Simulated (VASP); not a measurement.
# CaO (Fm-3m) in VASP: a series of runs, part 2 of 2

VASP 6.6.1. Earlier steps stand in the parts before.

**5. Relaxation of cell and atoms, PBE+D3 (atoms moved at random, drawn with an rms of 0.1 Å)**

Input file INCAR:

```
SYSTEM = CaO
PREC = Accurate ; ENCUT = 600
EDIFF = 1E-6 ; ISMEAR = 0
SIGMA = 0.01 ; LREAL = .FALSE.
LASPH = .TRUE. ; NELM = 80
ALGO = Fast ; ISIF = 3
LWAVE = .FALSE. ; LCHARG = .FALSE.
GGA = PE ; IVDW = 11
IBRION = 2 ; NSW = 40
EDIFFG = -0.02
```

Input file KPOINTS:

```
Automatic mesh
0
G
  10 10 10
  0 0 0
```

Input file POSCAR:

```
CaO
1.0
    0.0000000000      2.4035556960      2.4035556960
    2.4035556960      0.0000000000      2.4035556960
    2.4035556960      2.4035556960      0.0000000000
Ca O
1 1
Cartesian
   -0.0204470483     -0.0251724388     -0.0023506775
    2.5215774913      2.3790201995      2.4409478120
```

Potentials or basis: VASP PAW PBE potentials, release 64 (Ca_sv, O).

Started as:

```sh
$ cat potpaw_PBE.64/Ca_sv/POTCAR potpaw_PBE.64/O/POTCAR > POTCAR
$ mpirun -np 1 vasp_std > vasp.out
```

OUTCAR:

```text
SYSTEM = CaO
   PREC = Accurate
   ENCUT = 600
   EDIFF = 1E-6
   ISMEAR = 0
   LREAL = .FALSE.
   LASPH = .TRUE.
   NELM = 80
   ISIF = 3
   GGA = PE
   IVDW = 11
   IBRION = 2
   NSW = 40
   EDIFFG = -0.02
 IVDW          = 11

 ion  position               nearest neighbor table
   1  0.999  0.000  0.991-   2 2.27   2 2.37   2 2.41   2 2.41   2 2.45   2 2.54
   2  0.478  0.537  0.512-   1 2.27   1 2.37   1 2.41   1 2.41   1 2.45   1 2.54

  LATTYP: Found a face centered cubic cell.
 ALAT       =     4.8071113920

  Lattice vectors:

 A1 = (   0.0000000000,   2.4035556960,   2.4035556960)
 A2 = (   2.4035556960,   0.0000000000,   2.4035556960)
 A3 = (   2.4035556960,   2.4035556960,   0.0000000000)

Analysis of symmetry for initial positions (statically):
=====================================================================
 Subroutine PRICEL returns:
 Original cell was already a primitive cell.

 Routine SETGRP: Setting up the symmetry group for a
 face centered cubic supercell.

 Subroutine GETGRP returns: Found  1 space group operations
 (whereof  1 operations were pure point group operations)
 out of a pool of 48 trial point group operations.

The static configuration has the point symmetry C_1 .

Analysis of symmetry for dynamics (positions and initial velocities):
=====================================================================
 Subroutine PRICEL returns:
 Original cell was already a primitive cell.

 Routine SETGRP: Setting up the symmetry group for a
 face centered cubic supercell.

 Subroutine GETGRP returns: Found  1 space group operations
 (whereof  1 operations were pure point group operations)
 out of a pool of 48 trial point group operations.

The dynamic configuration has the point symmetry C_1 .

 Subroutine INISYM returns: Found  1 space group operations
 (whereof  1 operations are pure point group operations),
 and found     1 'primitive' translations

----------------------------------------------------------------------------------------

                                     Primitive cell
[... 108 lines left out ...]
   IALGO  =     68    algorithm
   IMIX   =      4    mixing-type and parameters
     AMIX     =   0.40;   BMIX     =  1.00
     AMIX_MAG =   1.60;   BMIX_MAG =  1.00
  volume/ion in A,a.u.               =      13.89        93.70
  Fermi-wavevector in a.u.,A,eV,Ry     =   1.362231  2.574243 25.247954  1.855672
  Thomas-Fermi vector in A             =   2.488738
   LORBIT       =      0    0 simple, 1 ext, 2 COOP (PROOUT), +10 PAW based schemes
   GGA     = PE    functional components
   LHFCALC =     F    Hartree Fock is set to
   AEXX    =    0.0000 exact exchange contribution
   IVDW    =    11    specifies the selected vdW correction
   LEPSILON=     F    determine dielectric tensor
   LRPA    =     F    only Hartree local field effects (RPA)
 conjugate gradient relaxation of ions
 non-spin polarized calculation
 RMM-DIIS sequential band-by-band and
 Gauss-broadening in eV      SIGMA  =   0.01
  energy-cutoff  :      600.00
  volume of cell :       27.77
 maximum number of plane-waves:       941
   NGX = 13   NGY = 13   NGZ = 13

--------------------------------------- Ionic step        1  -------------------------------------------

 number of electron      16.0000001 magnetization

 Free energy of the ion-electron system (eV)
  ---------------------------------------------------
  ext. energy  EPLUGINS =         0.00000000
  ---------------------------------------------------
  free energy    TOTEN  =       -12.76941186 eV

  energy without entropy =      -12.76941186  energy(sigma->0) =      -12.76941186

------------------------ aborting loop because EDIFF is reached ----------------------------------------

 Edisp (eV)   -0.35121

 E8    (eV) :    -0.1861
[... 231 lines left out ...]
--------------------------------------- Ionic step        7  -------------------------------------------

 number of electron      16.0000000 magnetization

 Free energy of the ion-electron system (eV)
  ---------------------------------------------------
  ext. energy  EPLUGINS =         0.00000000
  ---------------------------------------------------
  free energy    TOTEN  =       -12.80131293 eV

  energy without entropy =      -12.80131293  energy(sigma->0) =      -12.80131293

 E-fermi :   2.4182     XC(G=0): -10.5009

 val. band max:        2.3786654401   @ k =   0.0000   0.0000   0.0000
 cond. band min:       6.0123803997   @ k =   0.0000   0.5000   0.5000
 fundamental gap:      3.6337149596
 Fermi energy:         2.4181913250

 k-point     1 :       0.0000    0.0000    0.0000
  band No.  band energies     occupation
      1     -35.2366      2.00000
      2     -15.9971      2.00000
      3     -15.9970      2.00000
      4     -15.9968      2.00000
      5     -13.1647      2.00000
      6       2.3776      2.00000
      7       2.3777      2.00000
      8       2.3787      2.00000
      9       7.1345      0.00000
     10       8.6161      0.00000
     11       8.6166      0.00000
     12       8.6191      0.00000
[... 331 lines left out ...]
 k-point    24 :       0.1000    0.0000    0.1000
  band No.  band energies     occupation
      1     -35.2234      2.00000
      2     -16.1506      2.00000
      3     -16.0192      2.00000
      4     -16.0190      2.00000
      5     -12.9786      2.00000
      6       1.7811      2.00000
      7       2.2960      2.00000
      8       2.2969      2.00000
      9       7.6641      0.00000
     10       8.2616      0.00000
     11       8.9937      0.00000
     12       8.9960      0.00000

 [... further k-points ...]

------------------------ aborting loop because EDIFF is reached ----------------------------------------

 Edisp (eV)   -0.35363

 E8    (eV) :    -0.1876
[... 25 lines left out ...]
  FREE ENERGIE OF THE ION-ELECTRON SYSTEM (eV)
  ---------------------------------------------------
  free  energy   TOTEN  =       -13.1549427603 eV

  energy  without entropy=      -13.1549427603  energy(sigma->0) =      -13.15494276

 reached required accuracy - stopping structural energy minimisation
```

OSZICAR:

```text
N       E                     dE             d eps       ncg     rms          rms(c)
DAV:   1     0.141181830506E+03    0.14118E+03   -0.94797E+03 12096   0.153E+03
[... 85 lines left out ...]
RMM:   2    -0.128015753179E+02    0.90953E-03   -0.24448E-03 12096   0.578E-01    0.994E-02
RMM:   3    -0.128013263635E+02    0.24895E-03   -0.51727E-04 12181   0.278E-01    0.330E-02
RMM:   4    -0.128013025851E+02    0.23778E-04   -0.16058E-04 13952   0.137E-01    0.805E-03
RMM:   5    -0.128013093549E+02   -0.67698E-05   -0.50418E-05 15941   0.676E-02    0.463E-03
RMM:   6    -0.128013117852E+02   -0.24304E-05   -0.18441E-05 15876   0.338E-02    0.464E-03
RMM:   7    -0.128013129727E+02   -0.11875E-05   -0.60262E-06 13646   0.204E-02    0.197E-03
RMM:   8    -0.128013129318E+02    0.40877E-07   -0.31092E-06 10364   0.134E-02
   7 F= -.13154943E+02 E0= -.13154943E+02  d E =-.130868E-02
```

CONTCAR:

```text
CaO
   1.00000000000000
    -0.0001426936654367    2.3994308770874513    2.3992029524954148
     2.3982809968753793   -0.0000018110537685    2.3990573103839132
     2.3984275533558455    2.3994368388205793   -0.0001534087165183
  Ca              O
     1     1
Direct
     0.9882954164767545    0.0192159663108656    0.0013671598457427
     0.4883555835423417    0.5187120336733683    0.5013008401555362

  0.00000000E+00  0.00000000E+00  0.00000000E+00
  0.00000000E+00  0.00000000E+00  0.00000000E+00
```

Run time: 20 min. Hardware: 1 thread of Intel Xeon Platinum 8488C (Sapphire Rapids), shared host; peak memory 0.37 GiB.

Results:

```
Free energy                            : -13.1549 eV
Relaxed volume                         : 13.81 Å³/atom
Relaxed cell                           : a = 3.393 Å, b = 3.392 Å, c = 3.393 Å, α = 60.01°, β = 60.00°, γ = 60.00°
Space group after relaxing (to 0.05 Å) : Fm-3m (No. 225)
Energy gained by relaxing              : 17.2 meV/atom
Ionic steps                            : 7
Pressure after relaxing                : 0.1 GPa
Largest force after relaxing           : 0.005 eV/Å
Band gap on the k mesh                 : 3.63 eV, indirect (least direct gap 4.01 eV)
Dispersion energy per atom             : -0.177 eV
```

Forces in eV/Å, atoms in the order of the input:
```
Ca  -0.004  0.000 -0.003
O    0.004  0.000  0.003
```

The path:
```tsv
step	energy change (eV)	largest force (eV/Å)	pressure (GPa)	volume (Å³)
1	0.0000	0.4995	0.33	27.77
2	-0.0196	0.2690	-0.57	27.88
3	-0.0248	0.1220	-1.11	27.99
4	-0.0323	0.0574	0.33	27.57
5	-0.0330	0.0250	0.96	27.41
6	-0.0342	0.0168	-0.20	27.69
7	-0.0343	0.0055	0.09	27.61
```

Final structure:
```
Ca O
1.0
    -0.00014    2.39943    2.39920
     2.39828    0.00000    2.39906
     2.39843    2.39944   -0.00015
Ca O
1 1
Cartesian
  0.0492 2.3746 2.4172
  2.4463 2.3746 2.4160
```

A k mesh can miss the band edges.

**6. For comparison**

An earlier run on the cell as given: functional PBE; potentials or basis VASP PAW PBE potentials, release 64 (Ca_sv, O); cutoff 520 eV; k mesh 10 × 10 × 10; occupations fermi-dirac, width 0.05 eV; no spin polarisation.

- Pressure: 2.2 GPa
- Band gap on the k mesh: 3.64 eV, indirect (least direct gap 4.01 eV)

**7. Summary**

| task | level | potentials or basis | cell | cutoff (eV) | smearing | gap on the mesh (eV) | pressure (GPa) | largest force (eV/Å) |
| --- | --- | --- | --- | --- | --- | --- | --- | --- |
| single point | PBEsol | VASP PAW PBE potentials, release 64 (Ca_sv, O) | as given | 520 | gaussian 0.05 eV | 3.53 | -2.2 | - |
| single point | RPBE+D3 | VASP PAW PBE potentials, release 64 (Ca_sv, O_s) | atoms moved at random, drawn with an rms of 0.15 Å | 400 | gaussian 0.01 eV | 3.88 | 4.1 | 0.70 |
| relaxation of cell and atoms | PBE+D3 | VASP PAW PBE potentials, release 64 (Ca_sv, O) | relaxed from: atoms moved at random, drawn with an rms of 0.1 Å | 600 | gaussian 0.01 eV | 3.63 | 0.1 | 0.01 |
| single point | PBE | VASP PAW PBE potentials, release 64 (Ca_sv, O) | as given | 520 | fermi-dirac 0.05 eV | 3.64 | 2.2 | - |

Alike in all rows: no spin polarisation; k mesh 10 × 10 × 10.

Caveats: the PAW data sets were made with another functional, which shifts forces and pressure a little (some runs).

Total energies depend on the potentials used, so only differences within one code and one set of settings carry meaning.
